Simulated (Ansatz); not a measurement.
Here is an Ansatz 0.2.0 calculation.

File input.yaml:

```yaml
crystal:
  lattice:
    - [0.0, -2.11656, -2.11656]
    - [-2.11656, 0.0, -2.11656]
    - [2.11656, 2.11656, -4.23312]
  atoms:
    - { symbol: Cu, position: [0.50388754, 0.47698801, 0.4880064] }
    - { symbol: Cu, position: [0.00388754, 0.97698801, 0.9880064] }
    - { symbol: O, position: [0.74611246, 0.77301199, 0.7619936] }
    - { symbol: O, position: [0.24611246, 0.27301199, 0.2619936] }
hamiltonian:
  xc: lda
  pseudopotentials: { kind: paw }
kpoints:
  mp_grid: { grid: [10, 10, 6] }
scf:
  occupations: { method: fermi_dirac, width: 0.05 }
output:
  forces: true
  stress: true
  eigenvalues: true
relax:
  f_tol: 0.01
  max_steps: 40
  cell: { stress_tol: 0.05 }
```

Potentials or basis: Ansatz PAW.

The run is started by

```sh
$ ansatz run input.yaml --threads 2 --pin off --max-ram 5632MiB --backend cpu --events-out ev --progress --plain --runs-dir out
```

Question: Estimate the band gap on the k mesh.

Answer: None (metal or under the smearing width).

Question: Estimate the space group after relaxing (to 0.05 Å).

Answer: Fm-3m (No. 225).

Question: Estimate the relaxed cell.

Answer: a = 2.914 Å, b = 2.914 Å, c = 5.051 Å, α = 73.29°, β = 73.29°, γ = 60.05°.

Question: Estimate the relaxed volume.

Answer: 8.77 Å³/atom.

Step by step:
```csv
step,energy change (eV),largest force (eV/Å),volume (Å³)
1,0.0000,1.0079,37.93
2,-0.1600,0.9640,36.46
3,-0.3490,0.0091,35.23
4,-0.3502,0.0035,35.18
5,-0.3508,0.0002,35.15
6,-0.3369,0.0002,35.15
7,-0.3374,0.0000,35.09
8,-0.3376,0.0000,35.07
9,-0.3371,0.0000,35.07
```

Caveat: the plane-wave basis is chosen anew once the cell has moved, so the energies of steps on either side of that aren't comparable; the pressure holds a Pulay correction of +1.1 GPa for the finite cutoff; the run has no spin polarisation, though such a crystal can be magnetic; semilocal functionals often make such compounds metallic where correlation or magnetic order opens a gap, which also shifts bond lengths; the PAW data sets come from PBE, with cores solved anew for the run's functional, which leaves a small shift of forces and pressure. With open d or f shells a metallic result of LDA can be an artefact of self-interaction; +U or a hybrid may open a gap.
